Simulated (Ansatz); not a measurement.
Rows from a G0W0 calculation on BaTiO3 (Pm-3m) (Ansatz 0.2.0; G0W0 on PBE, plane waves, PAW; 4×4×4 mesh, 509 empty bands, screening to 230 eV), in eV. Spin-orbit coupling is left out.

| row | Σx | Σc | Vxc | Z |
| --- | --- | --- | --- | --- |
| A | -14.70 | -8.05 | -23.70 | 0.65 |
| B | -12.63 | -6.72 | -20.28 | 0.72 |
| C | -26.03 | 4.26 | -21.28 | 0.71 |
| D | -25.85 | 4.60 | -20.77 | 0.70 |

Q: Which rows are filled states and which are empty ones, and how can one tell?

Filled: C and D. Empty: A and B. The sign of Σc tells: for a filled state bare exchange, which holds its interaction with itself, lies below Vxc (Σx − Vxc is -4.8 eV or lower here) and screening gives part back as a positive Σc. For an empty state Σx lies above Vxc (+7.7 eV or more) and the Coulomb hole leaves Σc negative.

[Runs of the session that timed out or met a known fault of the program may be left out.]

[Cells called generated may have been cut or substituted from an entry of the Crystallography Open Database or the Materials Project.]

[Hosts, paths, dates, database ids (printed as entryN), source tags and the programs' standing remarks are cut or masked in the printed files.]
